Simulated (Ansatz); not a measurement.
**Sn: levels with and without spin–orbit coupling**

```xyz
2
Lattice="0.0000 3.2456 3.2456 3.2456 0.0000 3.2456 3.2456 3.2456 0.0000" Properties=species:S:1:pos:R:3 pbc="T T T"
Sn    3.2456    3.2456    3.2456
Sn    4.8684    4.8684    4.8684
```

Atom numbers follow the list: Sn1, Sn2.

The cell is COD entry 9008568, as deposited and not checked against the literature; nothing was relaxed.

Methods: DFT, PBE, all-electron LAPW, scalar-relativistic (Ansatz 0.2.0); DFT, PBE, all-electron LAPW, Dirac equation with spin-orbit coupling (Ansatz 0.2.0).

Sampling and basis: a Γ-centred 9×9×9 k mesh, Fermi–Dirac smearing of 0.03 eV, basis error target 0.25 meV/atom, no spin polarisation.

Levels between -8 and 2 eV, each run counted from its own valence-band top where it has a gap, else its Fermi level. Scalar levels are listed once for both spins; with the coupling every spinor state is counted. Levels near the edges of the range can cross them.

**Question.** At Γ (0.000, 0.000, 0.000) the scalar-relativistic levels are -0.62, 0.10 (×3). What are they with spin–orbit coupling?

**Answer.** -0.67 (×2), -0.42 (×2), 0.26 (×4), 1.79 (×2).

**Question.** At L (0.500, 0.500, 0.500) the scalar-relativistic levels are -6.27, -1.10 (×2), 0.01. What are they with spin–orbit coupling?

**Answer.** -6.33 (×2), -1.39 (×2), -0.96 (×2), -0.05 (×2).
